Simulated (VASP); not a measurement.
# Sb2Pt (Geversite) (Pa-3) in VASP: notebook

Aim: see how the results for Sb2Pt (Geversite) move with the level of theory and the settings. Levels: PBE, LDA, r2SCAN. Tasks: band structure, density of states.

Everything below comes from runs of VASP 6.6.1. Logs are shortened: lines on timing, memory, paths and dates and some standing lists are left out, and cuts for length are marked.

**What was measured.**

From a printed reference work, data compilation, for a bulk crystal of Sb2Pt: band gap 0.11 eV.

The runs below are set against these values where they give the same quantity.

## Step 1: The structure

Symmetry: Pa-3, No. 205, cubic system. Conventional cell: a = 6.460 Å, b = 6.460 Å, c = 6.460 Å, α = 90.00°, β = 90.00°, γ = 90.00°. Sb (site symmetry 3) has 3 Pt at 2.68 Å and 1 Sb at 2.81 Å as nearest neighbours. Around Pt (site symmetry -3) lie 6 Sb at 2.68 Å.

## Step 2: Band structure, PBE

Contents of INCAR:

```
SYSTEM = Sb2Pt
PREC = Accurate
ENCUT = 520
EDIFF = 1E-6
ISMEAR = 1
SIGMA = 0.1
LREAL = .FALSE.
LASPH = .TRUE.
NELM = 80
ALGO = Normal
ISIF = 2
LWAVE = .FALSE.
LCHARG = .FALSE.
LMAXMIX = 4
GGA = PE
NBANDS = 52
KPAR = 4
```

Contents of KPOINTS:

```
Automatic mesh
0
G
  6 6 6
  0 0 0
```

Contents of POSCAR:

```
Sb2Pt                                   
1.0
    6.4600575478      0.0000000000      0.0000000000
    0.0000000000      6.4600575478      0.0000000000
    0.0000000000      0.0000000000      6.4600575478
  Sb              Pt            
     8     4
Direct
     0.3743955486752739    0.3743955486752739    0.3743955486752739
     0.1256044513247261    0.6256044513247261    0.8743955486752739
     0.8743955486752739    0.1256044513247261    0.6256044513247261
     0.6256044513247261    0.8743955486752739    0.1256044513247261
     0.6256044513247261    0.6256044513247261    0.6256044513247261
     0.8743955486752739    0.3743955486752739    0.1256044513247261
     0.1256044513247261    0.8743955486752739    0.3743955486752739
     0.3743955486752739    0.1256044513247261    0.8743955486752739
     0.0000000000000000    0.0000000000000000    0.0000000000000000
     0.5000000000000000    0.0000000000000000    0.5000000000000000
     0.5000000000000000    0.5000000000000000    0.0000000000000000
     0.0000000000000000    0.5000000000000000    0.5000000000000000
```

Contents of KPOINTS_OPT:

```
explicit points
158
Reciprocal
 0.0000000000  0.0000000000  0.0000000000 1
 0.0000000000  0.0357142857  0.0000000000 1
 0.0000000000  0.0714285714  0.0000000000 1
 0.0000000000  0.1071428571  0.0000000000 1
 0.0000000000  0.1428571429  0.0000000000 1
 0.0000000000  0.1785714286  0.0000000000 1
[... 150 lines left out ...]
 0.0253754700  0.4746245300  0.0000000000 1
-0.0253754700  0.5253754700  0.0000000000 1
```

Potentials or basis: VASP PAW PBE potentials, release 64 (Sb, Pt).

The run is started by

```sh
$ cat potpaw_PBE.64/Sb/POTCAR potpaw_PBE.64/Pt/POTCAR > POTCAR
$ mpirun -np 4 vasp_std > vasp.out
```

OUTCAR:

```text
SYSTEM = Sb2Pt
   PREC = Accurate
   ENCUT = 520
   EDIFF = 1E-6
   ISMEAR = 1
   LREAL = .FALSE.
   LASPH = .TRUE.
   NELM = 80
   ISIF = 2
   GGA = PE

 ion  position               nearest neighbor table
   1  0.374  0.374  0.374-  10 2.68  11 2.68  12 2.68   5 2.81   6 3.61   7 3.61   8 3.61   8 3.61
                             7 3.61   6 3.61
   2  0.126  0.626  0.874-   9 2.68  11 2.68  12 2.68   6 2.81   5 3.61   7 3.61   8 3.61   7 3.61
                             8 3.61   5 3.61
   3  0.874  0.126  0.626-   9 2.68  10 2.68  12 2.68   7 2.81   6 3.61   5 3.61   8 3.61   6 3.61
                             5 3.61   8 3.61
   4  0.626  0.874  0.126-   9 2.68  10 2.68  11 2.68   8 2.81   6 3.61   7 3.61   5 3.61   5 3.61
                             6 3.61   7 3.61
   5  0.626  0.626  0.626-  10 2.68  11 2.68  12 2.68   1 2.81   2 3.61   3 3.61   4 3.61   4 3.61
                             3 3.61   2 3.61
   6  0.874  0.374  0.126-   9 2.68  11 2.68  12 2.68   2 2.81   1 3.61   3 3.61   4 3.61   3 3.61
                             4 3.61   1 3.61
   7  0.126  0.874  0.374-   9 2.68  10 2.68  12 2.68   3 2.81   2 3.61   1 3.61   4 3.61   2 3.61
                             1 3.61   4 3.61
   8  0.374  0.126  0.874-   9 2.68  10 2.68  11 2.68   4 2.81   2 3.61   3 3.61   1 3.61   1 3.61
                             2 3.61   3 3.61
   9  0.000  0.000  0.000-   2 2.68   3 2.68   4 2.68   6 2.68   7 2.68   8 2.68
  10  0.500  0.000  0.500-   1 2.68   3 2.68   4 2.68   5 2.68   7 2.68   8 2.68
  11  0.500  0.500  0.000-   1 2.68   2 2.68   4 2.68   5 2.68   6 2.68   8 2.68
  12  0.000  0.500  0.500-   1 2.68   2 2.68   3 2.68   5 2.68   6 2.68   7 2.68

  LATTYP: Found a simple cubic cell.
 ALAT       =     6.4600575478

  Lattice vectors:

 A1 = (   6.4600575478,   0.0000000000,   0.0000000000)
 A2 = (   0.0000000000,   6.4600575478,   0.0000000000)
 A3 = (   0.0000000000,   0.0000000000,   6.4600575478)

Analysis of symmetry for initial positions (statically):
=====================================================================
 Subroutine PRICEL returns:
 Original cell was already a primitive cell.

 Routine SETGRP: Setting up the symmetry group for a
 simple cubic supercell.

 Subroutine GETGRP returns: Found 24 space group operations
 (whereof  6 operations were pure point group operations)
 out of a pool of 48 trial point group operations.

The static configuration has the point symmetry S_6 .
 The point group associated with its full space group is T_h .

Analysis of symmetry for dynamics (positions and initial velocities):
=====================================================================
 Subroutine PRICEL returns:
 Original cell was already a primitive cell.

 Routine SETGRP: Setting up the symmetry group for a
 simple cubic supercell.

 Subroutine GETGRP returns: Found 24 space group operations
 (whereof  6 operations were pure point group operations)
 out of a pool of 48 trial point group operations.

The dynamic configuration has the point symmetry S_6 .
 The point group associated with its full space group is T_h .

 Subroutine INISYM returns: Found 24 space group operations
 (whereof  6 operations are pure point group operations),
 and found     1 'primitive' translations

----------------------------------------------------------------------------------------

                                     Primitive cell

  volume of cell :     269.5933

  direct lattice vectors                    reciprocal lattice vectors
     6.460057548  0.000000000  0.000000000     0.154797383  0.000000000  0.000000000
     0.000000000  6.460057548  0.000000000     0.000000000  0.154797383  0.000000000
     0.000000000  0.000000000  6.460057548     0.000000000  0.000000000  0.154797383

  length of vectors
     6.460057548  6.460057548  6.460057548     0.154797383  0.154797383  0.154797383

  position of ions in fractional coordinates (direct lattice)
     0.374395549  0.374395549  0.374395549
     0.125604451  0.625604451  0.874395549
     0.874395549  0.125604451  0.625604451
     0.625604451  0.874395549  0.125604451
     0.625604451  0.625604451  0.625604451
     0.874395549  0.374395549  0.125604451
     0.125604451  0.874395549  0.374395549
     0.374395549  0.125604451  0.874395549
     0.000000000  0.000000000  0.000000000
     0.500000000  0.000000000  0.500000000
     0.500000000  0.500000000  0.000000000
     0.000000000  0.500000000  0.500000000

  ion indices of the primitive-cell ions
   primitive index   ion index
                 1           1
                 2           2
                 3           3
                 4           4
                 5           5
                 6           6
                 7           7
                 8           8
                 9           9
                10          10
                11          11
                12          12

----------------------------------------------------------------------------------------

 KPOINTS: Automatic mesh

Automatic generation of k-mesh.
 Grid dimensions read from file:
 generate k-points for:    6    6    6

 Generating k-lattice:

  Cartesian coordinates                     Fractional coordinates (reciprocal lattice)
     0.025799564  0.000000000  0.000000000     0.166666667  0.000000000  0.000000000
     0.000000000  0.025799564  0.000000000     0.000000000  0.166666667  0.000000000
     0.000000000  0.000000000  0.025799564     0.000000000  0.000000000  0.166666667

  Length of vectors
     0.025799564  0.025799564  0.025799564

  Shift w.r.t. Gamma in fractional coordinates (k-lattice)
     0.000000000  0.000000000  0.000000000

 Subroutine IBZKPT returns following result:
 ===========================================

 Found     24 irreducible k-points:

 Following reciprocal coordinates:
            Coordinates               Weight
  0.000000  0.000000  0.000000      1.000000
  0.166667  0.000000  0.000000      6.000000
  0.333333  0.000000  0.000000      6.000000
  0.500000  0.000000  0.000000      3.000000
  0.166667  0.166667  0.000000     12.000000
  0.333333  0.166667  0.000000     12.000000
[... 16 lines left out ...]
  0.500000  0.500000  0.333333      6.000000
  0.500000  0.500000  0.500000      1.000000
   k-points           NKPTS =     24   k-points in BZ     NKDIM =     24   number of bands    NBANDS=     52
   number of dos      NEDOS =    301   number of ions     NIONS =     12
   total plane-waves  NPLWV = 110592
   dimension x,y,z NGX =    48 NGY =   48 NGZ =   48
   dimension x,y,z NGXF=    96 NGYF=   96 NGZF=   96
   ions per type =               8   4
   NGX,Y,Z   is equivalent  to a cutoff of  12.35, 12.35, 12.35 a.u.
   NGXF,Y,Z  is equivalent  to a cutoff of  24.71, 24.71, 24.71 a.u.
 SYSTEM =  Sb2Pt
   PREC   = accura    normal or accurate (medium, high low for compatibility)
   ISTART =      0    job   : 0-new  1-cont  2-samecut
   ICHARG =      2    charge: 1-file 2-atom 10-const
   ISPIN  =      1    spin polarized calculation?
   LNONCOLLINEAR =      F non collinear calculations
   LSORBIT =      F    spin-orbit coupling
   LASPH  =      T    aspherical Exc in radial PAW
   ENCUT  =  520.0 eV  38.22 Ry    6.18 a.u.  12.01 12.01 12.01*2*pi/ulx,y,z
   NELM   =     80;   NELMIN=  2; NELMDL= -5     # of ELM steps
   EDIFF  = 0.1E-05   stopping-criterion for ELM
   LREAL  =      F    real-space projection
   EDIFFG = 0.1E-04   stopping-criterion for IOM
   NSW    =      0    number of steps for IOM
   IBRION =     -1    ionic relax: 0-MD 1-quasi-New 2-CG
   NFREE  =      0    steps in history (QN), initial steepest desc. (CG)
   ISIF   =      2    stress and relaxation
   ISYM   =      2    0-nonsym 1-usesym 2-fastsym
   POTIM  = 0.5000    time-step for ionic-motion
   TEBEG  =    0.0;   TEEND  =   0.0 temperature during run
   PSTRESS=    0.0 pullay stress
   NELECT =      80.0000    total number of electrons
   NUPDOWN=      -1.0000    fix difference up-down
   EMIN   =  10.00;   EMAX   =-10.00  energy-range for DOS
   EFERMI =   0.00;   METHOD = LEGACY
   ISMEAR =     1;   SIGMA  =   0.10  broadening in eV -4-tet -1-fermi 0-gaus
   EFERMI_NEDOS =   21; number of points for ismear=-14 and -15
   IALGO  =     38    algorithm
   IMIX   =      4    mixing-type and parameters
     AMIX     =   0.40;   BMIX     =  1.00
     AMIX_MAG =   1.60;   BMIX_MAG =  1.00
  volume/ion in A,a.u.               =      22.47       151.61
  Fermi-wavevector in a.u.,A,eV,Ry     =   1.091948  2.063482 16.222899  1.192349
  Thomas-Fermi vector in A             =   2.228203
   LORBIT       =      0    0 simple, 1 ext, 2 COOP (PROOUT), +10 PAW based schemes
   GGA     = PE    functional components
   LHFCALC =     F    Hartree Fock is set to
   AEXX    =    0.0000 exact exchange contribution
   IVDW    =     0    specifies the selected vdW correction
   LEPSILON=     F    determine dielectric tensor
   LRPA    =     F    only Hartree local field effects (RPA)
 non-spin polarized calculation
 Methfessel and Paxton  Order N= 1 SIGMA  =   0.10
  energy-cutoff  :      520.00
  volume of cell :      269.59
 maximum number of plane-waves:      7280
   NGX = 25   NGY = 25   NGZ = 25

 number of electron      79.9999995 magnetization

 Free energy of the ion-electron system (eV)
  ---------------------------------------------------
  ext. energy  EPLUGINS =         0.00000000
  ---------------------------------------------------
  free energy    TOTEN  =       -63.06751731 eV

  energy without entropy =      -63.06627202  energy(sigma->0) =      -63.06710221

 E-fermi :   9.2630     XC(G=0): -10.9334

 val. band max:        9.2512048159   @ k =   0.3333   0.3333   0.0000
 cond. band min:       9.3099191218   @ k =   0.1667   0.0000   0.0000
 fundamental gap:      0.0587143059
 Fermi energy:         9.2630147683

 k-point     1 :       0.0000    0.0000    0.0000
  band No.  band energies     occupation
      1      -3.4883      2.00000
      2      -1.2117      2.00000
      3      -1.2117      2.00000
      4      -1.2117      2.00000
      5       0.2458      2.00000
      6       0.2458      2.00000
[... 44 lines left out ...]
     51      13.8190      0.00000
     52      14.0566      0.00000

 k-point     2 :       0.1667    0.0000    0.0000
  band No.  band energies     occupation
      1      -3.3873      2.00000
      2      -1.4697      2.00000
      3      -1.1569      2.00000
      4      -1.1482      2.00000
      5       0.2520      2.00000
      6       0.2618      2.00000
[... 44 lines left out ...]
     51      13.5708      0.00000
     52      13.9975      0.00000
[... 1153 lines left out ...]
     51      12.2718      0.00000
     52      12.2718      0.00000

 k-point    24 :       0.5000    0.5000    0.5000
  band No.  band energies     occupation
      1      -1.3066      2.00000
      2      -1.3066      2.00000
      3      -1.3066      2.00000
      4      -1.3066      2.00000
      5      -0.6607      2.00000
      6      -0.6607      2.00000
[... 44 lines left out ...]
     51      11.9342      0.00000
     52      11.9342      0.00000

------------------------ aborting loop because EDIFF is reached ----------------------------------------

  FORCE on cell =-STRESS in cart. coord.  units (eV):
  Direction    XX          YY          ZZ          XY          YZ          ZX
  --------------------------------------------------------------------------------------
  -------------------------------------------------------------------------------------
  Total        7.8407676      7.8407676      7.8407676      0.0000000     -0.0000000     -0.0000000
  in kB       46.5972197     46.5972197     46.5972197      0.0000000     -0.0000000     -0.0000000
  external PRESSURE =      46.5972197 kB  Pullay stress =       0.0000000 kB

 VOLUME and BASIS-vectors are now :
 -----------------------------------------------------------------------------
  energy-cutoff  :      520.00
  volume of cell :      269.59
      direct lattice vectors                 reciprocal lattice vectors
     6.460057548  0.000000000  0.000000000     0.154797383  0.000000000  0.000000000
     0.000000000  6.460057548  0.000000000     0.000000000  0.154797383  0.000000000
     0.000000000  0.000000000  6.460057548     0.000000000  0.000000000  0.154797383

 POSITION                                       TOTAL-FORCE (eV/Angst)
 -----------------------------------------------------------------------------------
      2.41862      2.41862      2.41862         0.010123      0.010123      0.010123
      0.81141      4.04144      5.64865        -0.010123     -0.010123      0.010123
      5.64865      0.81141      4.04144         0.010123     -0.010123     -0.010123
      4.04144      5.64865      0.81141        -0.010123      0.010123     -0.010123
      4.04144      4.04144      4.04144        -0.010123     -0.010123     -0.010123
      5.64865      2.41862      0.81141         0.010123      0.010123     -0.010123
      0.81141      5.64865      2.41862        -0.010123      0.010123      0.010123
      2.41862      0.81141      5.64865         0.010123     -0.010123      0.010123
      0.00000      0.00000      0.00000         0.000000      0.000000     -0.000000
      3.23003      0.00000      3.23003         0.000000      0.000000     -0.000000
      3.23003      3.23003      0.00000         0.000000      0.000000     -0.000000
      0.00000      3.23003      3.23003         0.000000      0.000000     -0.000000
 -----------------------------------------------------------------------------------
    total drift:                                0.000000     -0.000000     -0.000000

  FREE ENERGIE OF THE ION-ELECTRON SYSTEM (eV)
  ---------------------------------------------------
  free  energy   TOTEN  =       -63.0675173091 eV

  energy  without entropy=      -63.0662720250  energy(sigma->0) =      -63.06710221
```

Run time: 4 min. Hardware: 4 MPI ranks of Intel Xeon 6975P-C (Granite Rapids), shared host; peak memory 0.62 GiB.

What came out:

```
Free energy             : -63.0675 eV
Pressure                : 4.7 GPa
Largest force           : 0.018 eV/Å
Band gap along the path : none (metal or under the smearing width)
```

Forces in eV/Å, atoms in the order of the input:
```
Sb   0.010  0.010  0.010
Sb  -0.010 -0.010  0.010
Sb   0.010 -0.010 -0.010
Sb  -0.010  0.010 -0.010
Sb  -0.010 -0.010 -0.010
Sb   0.010  0.010 -0.010
Sb  -0.010  0.010  0.010
Sb   0.010 -0.010  0.010
Pt   0.000  0.000  0.000
Pt   0.000  0.000  0.000
Pt   0.000  0.000  0.000
Pt   0.000  0.000  0.000
```

Levels at the corners of the path, in eV from the Fermi level:
| point | band 36 | band 37 | band 38 | band 39 | band 40 | band 41 | band 42 | band 43 | band 44 | band 45 |
| --- | --- | --- | --- | --- | --- | --- | --- | --- | --- | --- |
| Γ | -2.36 | -1.76 | -0.54 | -0.54 | -0.54 | -0.05 | -0.05 | -0.05 | 0.84 | 3.22 |
| X | -1.88 | -1.48 | -1.48 | -0.68 | -0.68 | 0.74 | 0.74 | 1.50 | 1.50 | 2.25 |
| X | -1.88 | -1.48 | -1.48 | -0.68 | -0.68 | 0.74 | 0.74 | 1.50 | 1.50 | 2.25 |
| M | -1.83 | -0.78 | -0.78 | -0.78 | -0.78 | 1.71 | 1.71 | 1.71 | 1.71 | 1.83 |
| M | -1.83 | -0.78 | -0.78 | -0.78 | -0.78 | 1.71 | 1.71 | 1.71 | 1.71 | 1.83 |
| Γ | -2.36 | -1.76 | -0.54 | -0.54 | -0.54 | -0.05 | -0.05 | -0.05 | 0.84 | 3.22 |
| Γ | -2.36 | -1.76 | -0.54 | -0.54 | -0.54 | -0.05 | -0.05 | -0.05 | 0.84 | 3.22 |
| R | -1.29 | -0.70 | -0.70 | -0.70 | -0.70 | -0.07 | -0.07 | -0.07 | -0.07 | 2.57 |
| R | -1.29 | -0.70 | -0.70 | -0.70 | -0.70 | -0.07 | -0.07 | -0.07 | -0.07 | 2.57 |
| X | -1.88 | -1.48 | -1.48 | -0.68 | -0.68 | 0.74 | 0.74 | 1.50 | 1.50 | 2.25 |
| M | -1.83 | -0.78 | -0.78 | -0.78 | -0.78 | 1.71 | 1.71 | 1.71 | 1.71 | 1.83 |
| R | -1.29 | -0.70 | -0.70 | -0.70 | -0.70 | -0.07 | -0.07 | -0.07 | -0.07 | 2.57 |

Caveat: spin-orbit coupling is left out, which moves the levels of the heavy elements.

## Step 3: Band structure, LDA

Changes to INCAR since step 2:

```diff
@@ -14,3 +14,3 @@
 LMAXMIX = 4
-GGA = PE
+GGA = CA
 NBANDS = 52
```

KPOINTS is that of step 2.

POSCAR is that of step 2.

KPOINTS_OPT is that of step 2.

Potentials or basis: VASP PAW LDA potentials, release 64 (Sb, Pt).

The run is started by

```sh
$ cat potpaw_LDA.64/Sb/POTCAR potpaw_LDA.64/Pt/POTCAR > POTCAR
$ mpirun -np 4 vasp_std > vasp.out
```

Wall time 4.2 min (4 MPI ranks of Intel Xeon 6975P-C (Granite Rapids), shared host); peak memory 0.58 GiB.

The run converged. Its results:

```
Free energy             : -74.6714 eV
Pressure                : -2.0 GPa
Largest force           : 0.030 eV/Å
Band gap along the path : none (metal or under the smearing width)
```

Forces in eV/Å, atoms in the order of the input:
```
Sb   0.018  0.018  0.018
Sb  -0.018 -0.018  0.018
Sb   0.018 -0.018 -0.018
Sb  -0.018  0.018 -0.018
Sb  -0.018 -0.018 -0.018
Sb   0.018  0.018 -0.018
Sb  -0.018  0.018  0.018
Sb   0.018 -0.018  0.018
Pt   0.000  0.000  0.000
Pt   0.000  0.000  0.000
Pt   0.000  0.000  0.000
Pt   0.000  0.000  0.000
```

Levels at the corners of the path, in eV from the Fermi level:
| point | band 36 | band 37 | band 38 | band 39 | band 40 | band 41 | band 42 | band 43 | band 44 | band 45 |
| --- | --- | --- | --- | --- | --- | --- | --- | --- | --- | --- |
| Γ | -2.35 | -1.74 | -0.53 | -0.53 | -0.53 | -0.05 | -0.05 | -0.05 | 0.83 | 3.21 |
| X | -1.87 | -1.46 | -1.46 | -0.67 | -0.67 | 0.74 | 0.74 | 1.48 | 1.48 | 2.23 |
| X | -1.87 | -1.46 | -1.46 | -0.67 | -0.67 | 0.74 | 0.74 | 1.48 | 1.48 | 2.23 |
| M | -1.81 | -0.76 | -0.76 | -0.76 | -0.76 | 1.69 | 1.69 | 1.69 | 1.69 | 1.82 |
| M | -1.81 | -0.76 | -0.76 | -0.76 | -0.76 | 1.69 | 1.69 | 1.69 | 1.69 | 1.82 |
| Γ | -2.35 | -1.74 | -0.53 | -0.53 | -0.53 | -0.05 | -0.05 | -0.05 | 0.83 | 3.21 |
| Γ | -2.35 | -1.74 | -0.53 | -0.53 | -0.53 | -0.05 | -0.05 | -0.05 | 0.83 | 3.21 |
| R | -1.27 | -0.69 | -0.69 | -0.69 | -0.69 | -0.11 | -0.11 | -0.11 | -0.11 | 2.58 |
| R | -1.27 | -0.69 | -0.69 | -0.69 | -0.69 | -0.11 | -0.11 | -0.11 | -0.11 | 2.58 |
| X | -1.87 | -1.46 | -1.46 | -0.67 | -0.67 | 0.74 | 0.74 | 1.48 | 1.48 | 2.23 |
| M | -1.81 | -0.76 | -0.76 | -0.76 | -0.76 | 1.69 | 1.69 | 1.69 | 1.69 | 1.82 |
| R | -1.27 | -0.69 | -0.69 | -0.69 | -0.69 | -0.11 | -0.11 | -0.11 | -0.11 | 2.58 |

Caveat: spin-orbit coupling is left out, which moves the levels of the heavy elements.

(Continued in part 2 of 2.)
